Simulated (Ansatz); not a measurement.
Something may be wrong with this Ansatz 0.2.0 calculation of Ho.

The input input.yaml:

```yaml
crystal:
  lattice: { a: 3.5273955951, b: 3.5273955951, c: 3.5273955951, alpha: 60.0, beta: 60.0, gamma: 60.0 }
  atoms:
    - { symbol: Ho, position: [0.0, 0.0, 0.0], spin: 5.0 }
kpoints:
  mp_grid: { grid: [7, 7, 7] }
scf:
  occupations: { method: fermi_dirac, width: 0.05 }
  mixing: { algorithm: anderson, beta: 1.0, ndim: 1, preconditioner: none }
  max_iter: 100
hamiltonian:
  xc: mr2scan
  pseudopotentials:
    kind: all_electron
    lapw: { basis_error: 0.001 }
    nuclear_model: point
magnetization:
  spin_polarized: true
  initial_magnetization: 5.0
  spin_locking: { lock_magnetization: hard }
output:
  forces: true
  stress: true
elastic:
  mode: relaxed_ion
  stencil: two_point
```

Potentials or basis: all-electron LAPW, point nuclei.

Run with:

```sh
$ ansatz run input.yaml --threads 2 --pin off --max-ram 6144MiB --backend cpu --events-out ev --progress --plain --runs-dir out
```

Output:

```text
Warning: This run holds its total moment fixed (magnetization.spin_locking.lock_magnetization: hard) and mixes its density by anderson or broyden (scf.mixing.algorithm, typed or taken by auto). Slabs with a fixed moment have converged under broyden above another state at the same moment, at the default mixing steps and at smaller ones, and under scf.lower_state_search: standard, light or off a state that such a mixer converges on is not tested for a lower one by that SCF's own steps. That does not show the result to be wrong. Run the deck again under scf.mixing.algorithm: msr1 (scf.max_iter of 400 or more; without the keys that msr1 refuses, which its refusal names) and compare the two as scf.mixing.restart in the input reference says. Such a run need not converge: where no other run does, the state stands unchecked
Warning: RAYON_NUM_THREADS=2 ignored (pool sized by the plan → 2); use --threads N
LAPW: plane waves up to 6.770 Å⁻¹, error target 1.0e-3 eV per atom; small_component_spin mean_spin; Ho in spheres of 1.711 Å, 31 of its electrons in bands, Dirac shells [] (how accurate: hamiltonian.pseudopotentials.lapw.basis_error, Limitations)
Engine: ansatz 0.2.0, aarch64-unknown-linux-gnu
Pseudopotentials: kind: all_electron
Pseudopotential: Ho, LAPW, valence charge 31, lapw/all_electron/scalar/Ho, Koelling and Harmon's equation, point nucleus
Functional definition: m-r2SCAN
  exchange = m_r2scan_x
  correlation = m_r2scan_c
Crystal: 1 atoms, lattice volume = 31.035 Å³
Basis set: ecut = 174.62821211589565 eV, 169 PW (Γ), exchange–correlation at level 3
Bands: 22, of which v1, the nominal top of the filled ones, is band 16 counted from 1 (15 counted from 0)
Symmetry: 48 space group operations
Space group: Fm-3m (ITA 225), of the structure as read, at distance tolerance 3.1e-5 Å
Magnetic group: BNS 225.116 (UNI 1618), of the structure as read, at distance tolerance 3.1e-5 Å
k-points: 20 of 343
Non-local potential: Ho, projectors of the file, none
Initial density: superposition of atomic densities (chi_scale 0.1, normalization cell)
Starting moments: Σ|m| = 5 μB on 1 of 1 site
Initial wavefunctions: plane waves of lowest kinetic energy (no species holds an atomic orbital)
Functional: x = mr2scan, c = mr2scan; τ floored in thin density (d = 2e-4 eV/Å³)
SCF 1 converged in 52 iterations: F = -343348.235174 eV  dr2 = 2.56e-11
Symmetry: 8 space group operations
k-points: 52 of 343
Initial density: read from a saved state, or passed on in memory by an earlier SCF of this step, an earlier step, the calling program or the single point that the run made first
Starting moments: Σ|m| = 5 μB on 1 of 1 site; this step starts from the density that it was given
Initial wavefunctions: those read from a saved state, or passed on in memory by an earlier step or the calling program
```

Question: How did it end, and where is the flaw?

Answer: The run was cut off at its time limit. The input holds a flaw that was put in on purpose: mixing far too strong (scf.mixing = algorithm anderson, beta 1.0, ndim 1, preconditioner none).
